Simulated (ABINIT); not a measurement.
Here is an ABINIT 10.8.3 (patched build) calculation.

File run.abi:

```
# Pseudopotentials
pp_dirpath "./"
pseudos "Nb.LDA_PW-JTH.xml, P.LDA_PW-JTH.xml"

# Structure
acell 3*1.0
rprim
    -3.1651462306     3.1651462306    10.8472323782
     3.1651462306    -3.1651462306    10.8472323782
     3.1651462306     3.1651462306   -10.8472323782
ntypat 2
znucl 41 15
natom 4
typat 1 1 2 2
xred
     0.2498808000     0.7498808000     0.5000000000
     0.4998808000     0.4998808000     0.0000000000
     0.8327477700     0.3327477700     0.5000000000
     0.0827477700     0.0827477700     0.0000000000
chkprim 0
chksymtnons 0
tolsym 1.0e-6

# Plane-wave basis
ecut 20.0
pawecutdg 40.0

# k points
kptopt 1
ngkpt 7 7 7
nshiftk 1
shiftk 0.0 0.0 0.0

# Exchange and correlation
ixc 7

# Bands and occupations
nband 22
occopt 3
tsmear 0.00183747

# SCF cycle
nstep 100
tolvrs 1.0e-9

# Output
iomode 3
prtwf 0
prtden 0
prteig 0
prtebands 0
enunit 2

# Relaxation
ionmov 2
ntime 60
tolmxf 0.0005
optcell 2
dilatmx 1.08
ecutsm 0.5
```

Potentials or basis: JTH PAW LDA v2.0.

The run is started by

```console
$ abinit run.abi > log 2>&1
```

**Question.** Predict the space group after relaxing (to 0.05 Å).

**Answer.** I4_1md (No. 109).

**Question.** Predict the relaxed cell.

**Answer.** a = 6.085 Å, b = 6.085 Å, c = 6.085 Å, α = 148.50°, β = 148.50°, γ = 45.15°.

**Question.** Predict the relaxed volume.

**Answer.** 15.33 Å³/atom.

**Question.** Estimate the band gap on the k mesh.

**Answer.** 0.09 eV, indirect (least direct gap 0.11 eV).

The path:
```csv
step,energy change (eV),largest force (eV/Å),pressure (GPa),volume (Å³)
1,0.0000,0.0218,-9.30,64.41
2,-0.0765,0.0261,-4.06,62.60
3,-0.0928,0.0321,0.27,61.27
4,-0.0931,0.0322,0.04,61.33
5,-0.0938,0.0284,-0.21,61.38
6,-0.0940,0.0211,-0.10,61.34
```

Caveat: an odd mesh through Γ misses points on the zone boundary, where band edges often lie.
